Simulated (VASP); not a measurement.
Here is a VASP 6.6.1 calculation.

INCAR

```
SYSTEM = CoSi2
PREC = Accurate ; ENCUT = 520
EDIFF = 1E-7 ; ISMEAR = 0
SIGMA = 0.1 ; LREAL = .FALSE.
LASPH = .TRUE. ; NELM = 100
ALGO = Fast ; ISIF = 2
LWAVE = .FALSE. ; LCHARG = .FALSE.
GGA = PE ; IVDW = 12
NBANDS = 16
```

The input KPOINTS:

```
regular mesh
0
G
  14 14 14
  0 0 0
```

The input POSCAR:

```
CoSi2
1.0
    0.0000000000      2.6520056094      2.6520056094
    2.6520056094      0.0000000000      2.6520056094
    2.6520056094      2.6520056094      0.0000000000
Co Si
1 2
Direct
    0.0000000000      0.0000000000      0.0000000000
    0.2500000000      0.2500000000      0.2500000000
    0.7500000000      0.7500000000      0.7500000000
```

Potentials or basis: VASP PAW PBE potentials, release 64 (Co, Si).

Command:

```sh
$ cat potpaw_PBE.64/Co/POTCAR potpaw_PBE.64/Si/POTCAR > POTCAR
$ mpirun -np 1 vasp_std > vasp.out
```

Predict the pressure.

-0.2 GPa.

What does it give for the dispersion energy per atom?

-0.456 eV.

Caveat: pairwise dispersion overbinds metals, which lowers pressure and volume. Spin polarisation is off, so any magnetic state and its effect on volume and gap are missing.
